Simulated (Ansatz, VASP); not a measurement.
# Si: VASP beside Ansatz

```
Si
1.0
     0.00000    2.70097    2.70097
     2.70097    0.00000    2.70097
     2.70097    2.70097    0.00000
Si
2
Direct
  0.00000 0.00000 0.00000
  0.25000 0.25000 0.25000
```

Alike in both runs: functional LDA; k mesh 8 × 8 × 8; occupations gaussian, width 0.02 eV; no spin polarisation.

Ansatz relaxed the structure, and its values are those at the end. VASP's run is a single point on that final structure, the one shown.

```csv
,VASP,Ansatz
version,VASP 6.6.1,Ansatz 0.2.0
potentials or method,"VASP PAW LDA potentials, release 64 (Si)","scalar-relativistic, plane waves, PAW"
plane-wave cutoff (eV),520,420
valence electrons in the cell,8,8
```

```tsv
	VASP	Ansatz	Ansatz less VASP
gap on the k mesh at the Fermi level (eV)	0.49	0.49	+0.002
least direct gap on the mesh (eV)	2.53	2.53	+0.002
pressure (GPa)	0.0	0.0	-0.04
```

A k mesh can miss the band edges.
